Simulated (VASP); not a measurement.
# Pb (C2/m) in VASP: notebook

Runs on Pb. Level: LDA. Tasks: single point.

Everything below comes from runs of VASP 6.6.1. Logs are shortened: lines on timing, memory, paths and dates and some standing lists are left out, and cuts for length are marked.

## 1. The structure

It takes space group C2/m (No. 12, monoclinic). The conventional cell has a = 6.077 Å, b = 3.501 Å, c = 6.452 Å, α = 90.00°, β = 109.14°, γ = 90.00°. Pb (site symmetry m) is surrounded by 10 Pb at 3.34 to 3.51 Å.

This isn't the form of Pb at room conditions, which is fcc.

## 2. Single point, LDA

INCAR

```
SYSTEM = Pb
ADDGRID = .False. ; ALGO = Normal
EDIFF = 1E-6 ; ENCUT = 400
GGA = CA ; ISIF = 2
ISMEAR = 1 ; LASPH = .True.
LCHARG = .False. ; LREAL = .False.
LWAVE = .False. ; NELM = 100
PREC = Accurate ; SIGMA = 0.2
```

KPOINTS

```
k-points
0
Gamma
  5 5 3
  0 0 0
```

POSCAR

```
Pb
1.0
    3.0386068135     -1.7503199600      0.0000000000
    3.0386068135      1.7503199600      0.0000000000
   -2.1154626375      0.0000000000      6.0952248674
Pb
2
Direct
    0.9085084100      0.9085084100      0.7262922000
    0.0914915900      0.0914915900      0.2737078000
```

Potentials or basis: VASP PAW LDA potentials, release 64 (Pb_d).

Launch:

```console
$ cat potpaw_LDA.64/Pb_d/POTCAR > POTCAR
$ mpirun -np 1 vasp_std > vasp.out
```

OUTCAR:

```text
SYSTEM = Pb
   EDIFF = 1E-6
   ENCUT = 400
   GGA = CA
   ISIF = 2
   ISMEAR = 1
   LASPH = .True.
   LREAL = .False.
   NELM = 100
   PREC = Accurate

 Found     24 irreducible k-points:

 Following reciprocal coordinates:
            Coordinates               Weight
  0.000000  0.000000  0.000000      1.000000
  0.200000 -0.000000  0.000000      4.000000
  0.400000  0.000000 -0.000000      4.000000
  0.200000  0.200000  0.000000      2.000000
  0.400000  0.200000 -0.000000      4.000000
 -0.400000  0.200000  0.000000      4.000000
   k-points           NKPTS =     24   k-points in BZ     NKDIM =     24   number of bands    NBANDS=     18
   number of dos      NEDOS =    301   number of ions     NIONS =      2
   total plane-waves  NPLWV =  24192
   dimension x,y,z NGX =    24 NGY =   24 NGZ =   42
   dimension x,y,z NGXF=    48 NGYF=   48 NGZF=   84
   ions per type =               2
   NGX,Y,Z   is equivalent  to a cutoff of  11.38, 11.38, 10.82 a.u.
   NGXF,Y,Z  is equivalent  to a cutoff of  22.76, 22.76, 21.64 a.u.
 SYSTEM =  Pb
   PREC   = accura    normal or accurate (medium, high low for compatibility)
   ISTART =      0    job   : 0-new  1-cont  2-samecut
   ICHARG =      2    charge: 1-file 2-atom 10-const
   ISPIN  =      1    spin polarized calculation?
   LNONCOLLINEAR =      F non collinear calculations
   LSORBIT =      F    spin-orbit coupling
   LASPH  =      T    aspherical Exc in radial PAW
   ENCUT  =  400.0 eV  29.40 Ry    5.42 a.u.   5.72  5.72 10.52*2*pi/ulx,y,z
   NELM   =    100;   NELMIN=  2; NELMDL= -5     # of ELM steps
   EDIFF  = 0.1E-05   stopping-criterion for ELM
   LREAL  =      F    real-space projection
   EDIFFG = 0.1E-04   stopping-criterion for IOM
   NSW    =      0    number of steps for IOM
   IBRION =     -1    ionic relax: 0-MD 1-quasi-New 2-CG
   NFREE  =      0    steps in history (QN), initial steepest desc. (CG)
   ISIF   =      2    stress and relaxation
   ISYM   =      2    0-nonsym 1-usesym 2-fastsym
   POTIM  = 0.5000    time-step for ionic-motion
   TEBEG  =    0.0;   TEEND  =   0.0 temperature during run
   PSTRESS=    0.0 pullay stress
   NELECT =      28.0000    total number of electrons
   NUPDOWN=      -1.0000    fix difference up-down
   EMIN   =  10.00;   EMAX   =-10.00  energy-range for DOS
   EFERMI =   0.00;   METHOD = LEGACY
   ISMEAR =     1;   SIGMA  =   0.20  broadening in eV -4-tet -1-fermi 0-gaus
   EFERMI_NEDOS =   21; number of points for ismear=-14 and -15
   IALGO  =     38    algorithm
   IMIX   =      4    mixing-type and parameters
     AMIX     =   0.40;   BMIX     =  1.00
     AMIX_MAG =   1.60;   BMIX_MAG =  1.00
  volume/ion in A,a.u.               =      32.42       218.77
  Fermi-wavevector in a.u.,A,eV,Ry     =   1.237438  2.338420 20.833975  1.531254
  Thomas-Fermi vector in A             =   2.372006
   LORBIT       =      0    0 simple, 1 ext, 2 COOP (PROOUT), +10 PAW based schemes
   GGA     = CA    functional components
   LHFCALC =     F    Hartree Fock is set to
   AEXX    =    0.0000 exact exchange contribution
   IVDW    =     0    specifies the selected vdW correction
   LEPSILON=     F    determine dielectric tensor
   LRPA    =     F    only Hartree local field effects (RPA)
 non-spin polarized calculation
 Methfessel and Paxton  Order N= 1 SIGMA  =   0.20
  energy-cutoff  :      400.00
  volume of cell :       64.84
 maximum number of plane-waves:      1187
   NGX = 11   NGY = 11   NGZ = 21

 number of electron      27.9999994 magnetization

 Free energy of the ion-electron system (eV)
  ---------------------------------------------------
  ext. energy  EPLUGINS =         0.00000000
  ---------------------------------------------------
  free energy    TOTEN  =        -8.26382854 eV

  energy without entropy =       -8.25606189  energy(sigma->0) =       -8.26123966

 E-fermi :   6.1779     XC(G=0): -10.0935

 val. band max:        6.1099069176   @ k =  -0.2000  -0.4000   0.3333
 cond. band min:       6.2026303571   @ k =   0.4000   0.0000  -0.0000
 fundamental gap:      0.0927234395
 Fermi energy:         6.1779434293

 k-point     1 :       0.0000    0.0000    0.0000
  band No.  band energies     occupation
      1     -10.8290      2.00000
      2     -10.7088      2.00000
      3     -10.7071      2.00000
      4     -10.7054      2.00000
      5     -10.7046      2.00000
      6     -10.6910      2.00000
      7     -10.5681      2.00000
      8     -10.5653      2.00000
      9     -10.5306      2.00000
     10     -10.5147      2.00000
     11      -5.2474      2.00000
     12      -2.1744      2.00000
     13       2.2569      2.00000
     14      12.3986      0.00000
     15      12.5904      0.00000
     16      12.6350      0.00000
     17      12.6901      0.00000
     18      12.8125      0.00000

 k-point     2 :       0.2000   -0.0000    0.0000
  band No.  band energies     occupation
      1     -10.8027      2.00000
      2     -10.7470      2.00000
      3     -10.7261      2.00000
      4     -10.6542      2.00000
      5     -10.6452      2.00000
      6     -10.6280      2.00000
      7     -10.5718      2.00000
      8     -10.5672      2.00000
      9     -10.5356      2.00000
     10     -10.5195      2.00000
     11      -4.5597      2.00000
     12      -1.6883      2.00000
     13       3.0750      2.00000
     14       7.7314     -0.00000
     15       9.3146     -0.00000
     16      10.8496      0.00000
     17      11.9319      0.00000
     18      12.6303      0.00000

 k-point     3 :       0.4000    0.0000   -0.0000
  band No.  band energies     occupation
      1     -10.8262      2.00000
      2     -10.7840      2.00000
      3     -10.7644      2.00000
      4     -10.7245      2.00000
      5     -10.6408      2.00000
      6     -10.5419      2.00000
      7     -10.5403      2.00000
      8     -10.4772      2.00000
      9     -10.4589      2.00000
     10     -10.4322      2.00000
     11      -2.6894      2.00000
     12      -0.5461      2.00000
     13       3.3504      2.00000
     14       4.2691      2.00000
     15       6.2026      0.79284
     16       9.4355     -0.00000
     17      10.4612      0.00000
     18      10.6485      0.00000

 k-point     4 :       0.2000    0.2000    0.0000
  band No.  band energies     occupation
      1     -10.8207      2.00000
      2     -10.7233      2.00000
      3     -10.7186      2.00000
      4     -10.6615      2.00000
      5     -10.6382      2.00000
      6     -10.6213      2.00000
      7     -10.5824      2.00000
      8     -10.5815      2.00000
      9     -10.5656      2.00000
     10     -10.4829      2.00000
     11      -4.5115      2.00000
     12      -1.8810      2.00000
     13       3.4049      2.00000
     14       8.0540     -0.00000
     15       8.7431     -0.00000
     16      10.4689      0.00000
     17      11.9314      0.00000
     18      12.6621      0.00000

 k-point     5 :       0.4000    0.2000   -0.0000
  band No.  band energies     occupation
      1     -10.7875      2.00000
      2     -10.7478      2.00000
      3     -10.7212      2.00000
      4     -10.6817      2.00000
      5     -10.6388      2.00000
      6     -10.6115      2.00000
      7     -10.5738      2.00000
      8     -10.5218      2.00000
      9     -10.5058      2.00000
     10     -10.4422      2.00000
     11      -3.1556      2.00000
     12      -1.1128      2.00000
     13       4.7968      2.00000
     14       5.2477      2.00000
     15       6.2827      0.23445
     16       7.9810     -0.00000
     17       9.1017     -0.00000
     18      11.5074      0.00000

 k-point     6 :      -0.4000    0.2000    0.0000
  band No.  band energies     occupation
      1     -10.7981      2.00000
      2     -10.7469      2.00000
      3     -10.7248      2.00000
      4     -10.6740      2.00000
      5     -10.6577      2.00000
      6     -10.5672      2.00000
      7     -10.5383      2.00000
      8     -10.5198      2.00000
      9     -10.4915      2.00000
     10     -10.4163      2.00000
     11      -1.6730      2.00000
     12      -0.3427      2.00000
     13       3.2159      2.00000
     14       4.4006      2.00000
     15       6.3018      0.14302
     16       6.7014     -0.00135
     17       7.6076     -0.00000
     18      10.2914      0.00000

 [... further k-points ...]

------------------------ aborting loop because EDIFF is reached ----------------------------------------

  FORCE on cell =-STRESS in cart. coord.  units (eV):
  Direction    XX          YY          ZZ          XY          YZ          ZX
  --------------------------------------------------------------------------------------
  -------------------------------------------------------------------------------------
  Total       -1.5509204     -0.7785163     -1.0955974      0.0000000      0.0000000     -0.0383706
  in kB      -38.3255510    -19.2382957    -27.0738418      0.0000000      0.0000000     -0.9481945
  external PRESSURE =     -28.2125628 kB  Pullay stress =       0.0000000 kB

 VOLUME and BASIS-vectors are now :
 -----------------------------------------------------------------------------
  energy-cutoff  :      400.00
  volume of cell :       64.84
      direct lattice vectors                 reciprocal lattice vectors
     3.038606813 -1.750319960  0.000000000     0.164549095 -0.285662057  0.057109864
     3.038606813  1.750319960  0.000000000     0.164549095  0.285662057  0.057109864
    -2.115462637  0.000000000  6.095224867     0.000000000  0.000000000  0.164062856

 POSITION                                       TOTAL-FORCE (eV/Angst)
 -----------------------------------------------------------------------------------
      3.98476      0.00000      4.42691         0.045910      0.000000     -0.074502
     -0.02300      0.00000      1.66831        -0.045910      0.000000      0.074502
 -----------------------------------------------------------------------------------
    total drift:                                0.000000      0.000000     -0.000000

  FREE ENERGIE OF THE ION-ELECTRON SYSTEM (eV)
  ---------------------------------------------------
  free  energy   TOTEN  =        -8.2638285385 eV

  energy  without entropy=       -8.2560618915  energy(sigma->0) =       -8.26123966
```

Wall time 5.2 s (1 thread of Intel Xeon 6975P-C (Granite Rapids), shared host); peak memory 0.14 GiB.

The run converged, but some of its settings lie outside the range that counts as converged, so its numbers aren't taken as properties of the crystal.

What came out:

```
Free energy            : -8.2638 eV
Pressure               : -2.8 GPa
Largest force          : 0.088 eV/Å
Band gap on the k mesh : none (metal or under the smearing width)
```

Caveat: the k mesh is coarse (spacing up to 0.42 Å⁻¹), so the values aren't converged.

## 3. Single point, LDA

INCAR is that of step 2.

KPOINTS is that of step 2.

POSCAR

```
Pb
1.0
    3.0386068135     -1.7503199600      0.0000000000
    3.0386068135      1.7503199600      0.0000000000
   -2.1154626375      0.0000000000      6.0952248674
Pb
2
Direct
    0.9226740000      0.9042520000      0.7213670000
    0.1042030000      0.0659440000      0.2801110000
```

Potentials or basis: VASP PAW LDA potentials, release 64 (Pb_d).

Launch:

```console
$ cat potpaw_LDA.64/Pb_d/POTCAR > POTCAR
$ mpirun -np 1 vasp_std > vasp.out
```

Run time: 7.4 s. Hardware: 1 thread of Intel Xeon 6975P-C (Granite Rapids), shared host; peak memory 0.15 GiB.

The run converged, but some of its settings lie outside the range that counts as converged, so its numbers aren't taken as properties of the crystal.

What came out:

| Item | Value |
| --- | --- |
| Free energy | -8.2702 eV |
| Pressure | -2.5 GPa |
| Largest force | 0.027 eV/Å |
| Band gap on the k mesh | none (metal or under the smearing width) |

Caveat: the k mesh is coarse (spacing up to 0.42 Å⁻¹), so the values aren't converged.

## 4. Single point, LDA

Changes to INCAR since step 3:

```diff
@@ -2,3 +2,3 @@
 ADDGRID = .False. ; ALGO = Normal
-EDIFF = 1E-6 ; ENCUT = 400
+EDIFF = 1E-6 ; ENCUT = 460
 GGA = CA ; ISIF = 2
```

KPOINTS is that of step 3.

POSCAR

```
Pb
1.0
    3.0386068135     -1.7503199600      0.0000000000
    3.0386068135      1.7503199600      0.0000000000
   -2.1154626375      0.0000000000      6.0952248674
Pb
2
Direct
    0.9085084100      0.9085084100      0.7262922000
    0.0914915900      0.0914915900      0.2737078000
```

Potentials or basis: VASP PAW LDA potentials, release 64 (Pb_d).

Launch:

```console
$ cat potpaw_LDA.64/Pb_d/POTCAR > POTCAR
$ mpirun -np 1 vasp_std > vasp.out
```

OUTCAR:

```text
SYSTEM = Pb
   EDIFF = 1E-6
   ENCUT = 460
   GGA = CA
   ISIF = 2
   ISMEAR = 1
   LASPH = .True.
   LREAL = .False.
   NELM = 100
   PREC = Accurate

 Found     24 irreducible k-points:

 Following reciprocal coordinates:
            Coordinates               Weight
  0.000000  0.000000  0.000000      1.000000
  0.200000 -0.000000  0.000000      4.000000
  0.400000  0.000000 -0.000000      4.000000
  0.200000  0.200000  0.000000      2.000000
  0.400000  0.200000 -0.000000      4.000000
 -0.400000  0.200000  0.000000      4.000000
   k-points           NKPTS =     24   k-points in BZ     NKDIM =     24   number of bands    NBANDS=     18
   number of dos      NEDOS =    301   number of ions     NIONS =      2
   total plane-waves  NPLWV =  37632
   dimension x,y,z NGX =    28 NGY =   28 NGZ =   48
   dimension x,y,z NGXF=    56 NGYF=   56 NGZF=   96
   ions per type =               2
   NGX,Y,Z   is equivalent  to a cutoff of  13.27, 13.27, 12.37 a.u.
   NGXF,Y,Z  is equivalent  to a cutoff of  26.55, 26.55, 24.74 a.u.
 SYSTEM =  Pb
   PREC   = accura    normal or accurate (medium, high low for compatibility)
   ISTART =      0    job   : 0-new  1-cont  2-samecut
   ICHARG =      2    charge: 1-file 2-atom 10-const
   ISPIN  =      1    spin polarized calculation?
   LNONCOLLINEAR =      F non collinear calculations
[... 55 lines left out ...]

 val. band max:        6.1099694989   @ k =  -0.2000  -0.4000   0.3333
 cond. band min:       6.2026780930   @ k =   0.4000   0.0000  -0.0000
 fundamental gap:      0.0927085941
 Fermi energy:         6.1779961088

 k-point     1 :       0.0000    0.0000    0.0000
  band No.  band energies     occupation
      1     -10.8290      2.00000
      2     -10.7087      2.00000
      3     -10.7071      2.00000
      4     -10.7054      2.00000
      5     -10.7046      2.00000
      6     -10.6909      2.00000
[... 103 lines left out ...]
      5     -10.6576      2.00000
      6     -10.5671      2.00000
[... 10 lines left out ...]
     17       7.6076     -0.00000
     18      10.2913      0.00000

 [... further k-points ...]

------------------------ aborting loop because EDIFF is reached ----------------------------------------

  FORCE on cell =-STRESS in cart. coord.  units (eV):
  Direction    XX          YY          ZZ          XY          YZ          ZX
  --------------------------------------------------------------------------------------
  -------------------------------------------------------------------------------------
  Total       -1.5321107     -0.7591877     -1.0760958      0.0000000      0.0000000     -0.0378212
  in kB      -37.8607365    -18.7606573    -26.5919290      0.0000000      0.0000000     -0.9346183
  external PRESSURE =     -27.7377743 kB  Pullay stress =       0.0000000 kB

 VOLUME and BASIS-vectors are now :
 -----------------------------------------------------------------------------
  energy-cutoff  :      460.00
  volume of cell :       64.84
      direct lattice vectors                 reciprocal lattice vectors
     3.038606813 -1.750319960  0.000000000     0.164549095 -0.285662057  0.057109864
     3.038606813  1.750319960  0.000000000     0.164549095  0.285662057  0.057109864
    -2.115462637  0.000000000  6.095224867     0.000000000  0.000000000  0.164062856

 POSITION                                       TOTAL-FORCE (eV/Angst)
 -----------------------------------------------------------------------------------
      3.98476      0.00000      4.42691         0.045883      0.000000     -0.074486
     -0.02300      0.00000      1.66831        -0.045883      0.000000      0.074486
 -----------------------------------------------------------------------------------
    total drift:                                0.000000      0.000000     -0.000000

  FREE ENERGIE OF THE ION-ELECTRON SYSTEM (eV)
  ---------------------------------------------------
  free  energy   TOTEN  =        -8.2642561739 eV

  energy  without entropy=       -8.2564907027  energy(sigma->0) =       -8.26166768
```

OSZICAR:

```text
N       E                     dE             d eps       ncg     rms          rms(c)
DAV:   1     0.268424747432E+03    0.26842E+03   -0.13646E+04   864   0.170E+03
DAV:   2     0.100751195673E+02   -0.25835E+03   -0.25529E+03   864   0.419E+02
DAV:   3    -0.777467129186E+01   -0.17850E+02   -0.17637E+02  1094   0.139E+02
DAV:   4    -0.827793091135E+01   -0.50326E+00   -0.50129E+00  1040   0.283E+01
DAV:   5    -0.829736702410E+01   -0.19436E-01   -0.19434E-01  1088   0.482E+00    0.787E-01
DAV:   6    -0.827112738655E+01    0.26240E-01   -0.50816E-02  1106   0.301E+00    0.392E-01
DAV:   7    -0.826475482460E+01    0.63726E-02   -0.20023E-02  1108   0.183E+00    0.133E-01
DAV:   8    -0.826425986259E+01    0.49496E-03   -0.10090E-03  1114   0.478E-01    0.143E-02
DAV:   9    -0.826425554514E+01    0.43175E-05   -0.65159E-05  1004   0.862E-02    0.631E-03
DAV:  10    -0.826425617389E+01   -0.62875E-06   -0.83818E-06  1082   0.430E-02
   1 F= -.82642562E+01 E0= -.82616677E+01  d E =-.776547E-02
```

stdout:

```text
POSCAR found type information on POSCAR Pb
 POSCAR found :  1 types and       2 ions
 scaLAPACK will be used
 LDA part: xc-table for (Slater(with rela. corr.)+CA(PZ))
 , standard interpolation
 POSCAR, INCAR and KPOINTS ok, starting setup
 FFT: planning ... GRIDC
 FFT: planning ... GRID_SOFT
 FFT: planning ... GRID
 WAVECAR not read
 entering main loop
```

Wall time 8.3 s (1 thread of Intel Xeon 6975P-C (Granite Rapids), shared host); peak memory 0.16 GiB.

These settings aren't checked as converged: the numbers below hold their error.

Results:

* Free energy: -8.2643 eV
* Pressure: -2.8 GPa
* Largest force: 0.087 eV/Å
* Band gap on the k mesh: none (metal or under the smearing width)

Caveat: the k mesh is coarse (spacing up to 0.42 Å⁻¹), so the values aren't converged.

(Part 1 of 2 ends here.)
